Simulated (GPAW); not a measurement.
BaS:

```xyz
2
Lattice="0.0000 3.1938 3.1938 3.1938 0.0000 3.1938 3.1938 3.1938 0.0000" Properties=species:S:1:pos:R:3 pbc="T T T"
Ba    0.0000    0.0000    0.0000
S     3.1938    3.1938    3.1938
```

* Program: GPAW 26.7.0
* Task: relaxation of cell and atoms
* Functional: PBEsol
* Dispersion: D3(BJ)
* Potentials or basis: PAW data sets generated in the run's folder for this functional
* Cutoff: 600 eV
* Basis: pw
* k mesh: 7 × 7 × 7
* Occupations: fermi-dirac, width 0.05 eV
* Spin: no spin polarisation

At the start: pressure -2.3 GPa; volume 32.58 Å³/atom.

Q: How do energy, volume and symmetry change on relaxing?

A: Over 4 steps the energy falls by 12.2 meV/atom and the volume is 30.94 Å³/atom (-5.0 %); space group Fm-3m (No. 225, to 0.05 Å).

Step by step:
| step | energy change (eV) | largest force (eV/Å) | pressure (GPa) | volume (Å³) |
| --- | --- | --- | --- | --- |
| 1 | 0.0000 | 0.0000 | -2.32 | 65.15 |
| 2 | -0.0085 | 0.0000 | -1.91 | 64.50 |
| 3 | -0.0242 | 0.0000 | 0.15 | 61.69 |
| 4 | -0.0243 | 0.0000 | -0.01 | 61.88 |

Final structure:
```
Ba S
1.0
     0.00000    3.13932    3.13932
     3.13932    0.00000    3.13932
     3.13932    3.13932    0.00000
Ba S
1 1
Direct
  0.00000 0.00000 0.00000
  0.50000 0.50000 0.50000
```

Caveat: later steps reuse the first step's grids.
